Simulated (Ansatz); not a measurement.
# VO2: equation of state with PBEsol

Crystal: VO2.

```xyz
6
Lattice="4.5072 0.0000 0.0000 0.0000 4.5072 0.0000 0.0000 0.0000 3.0444" Properties=species:S:1:pos:R:3 pbc="T T T"
V     2.2536    2.2536    1.5222
V     0.0000    0.0000    0.0000
O     0.9031    3.6041    1.5222
O     3.6041    0.9031    1.5222
O     3.1567    3.1567    0.0000
O     1.3505    1.3505    0.0000
```

The cell is a database's computed one.

```
Program             : Ansatz 0.2.0
Task                : equation of state
Functional          : PBEsol
Potentials or basis : Ansatz PAW
Cutoff              : 420 eV
Density cutoff      : 1680 eV
k mesh              : 6 × 6 × 9
Occupations         : fermi-dirac, width 0.05 eV
Spin                : collinear spin, ferromagnetic start
Starting moments    : [2.0, 2.0, 0.0, 0.0, 0.0, 0.0] μB
```

```json
{
 "Equilibrium volume": "9.59 Å³/atom (rough: see the caveat)",
 "Bulk modulus at fixed shape and positions": "267 GPa (rough)"
}
```

Energy against volume, from the lowest point:
```tsv
volume (Å³/atom)	energy (meV/atom)
9.689	0.00
9.896	6.91
10.102	20.05
10.308	38.64
10.514	62.08
10.720	89.81
10.926	121.40
```

All runs of the series together: 33 s on 2 threads of INTEL(R) XEON(R) PLATINUM 8581C CPU @ 2.30GHz (Emerald Rapids), with other jobs on the host.

Caveat: the minimum lies outside the volumes run; the cell was scaled at fixed shape and fractional positions, which overstates the stiffness of a crystal with free parameters, most of all of layers and chains.
